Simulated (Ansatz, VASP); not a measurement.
SnSe in VASP and in Ansatz

```
Sn Se
1.0
     4.28533    0.00000    0.00000
     0.00000    4.28533    0.00000
     0.00000    0.00000   10.99069
Sn Se
2 2
Cartesian
  2.1427 0.0000 4.0411
  0.0000 2.1427 6.8496
  2.1427 0.0000 6.7707
  0.0000 2.1427 4.2200
```

Change from the starting cell: all Sn atoms moved -0.050 Å, as atom 1 towards its neighbour atom 3 (Se) at 2.680 Å.

Alike in both runs: task single point; functional PBEsol; k mesh 6 × 6 × 4; occupations gaussian, width 0.05 eV; no spin polarisation.

|  | VASP | Ansatz |
| --- | --- | --- |
| version | VASP 6.6.1 | Ansatz 0.2.0 |
| potentials or method | VASP PAW PBE potentials, release 64 (Sn_d, Se) | scalar-relativistic, plane waves, PAW |
| plane-wave cutoff (eV) | 520 | 420 |
| valence electrons in the cell | 40 | 60 |

```tsv
	VASP	Ansatz	Ansatz less VASP
gap on the k mesh at the Fermi level (eV)	1.45	1.45	+0.007
least direct gap on the mesh (eV)	1.45	1.45	+0.007
rms of the force components (eV/Å)	0.205	0.203	-0.0016
```

Atom by atom the forces differ by 0.009 eV/Å (rms over components). The two sets of potentials don't hold the same shells in valence.

Caveats: the PAW data sets were made with another functional, which shifts forces and pressure a little (VASP); spin-orbit coupling is left out, which moves the levels of the heavy elements.
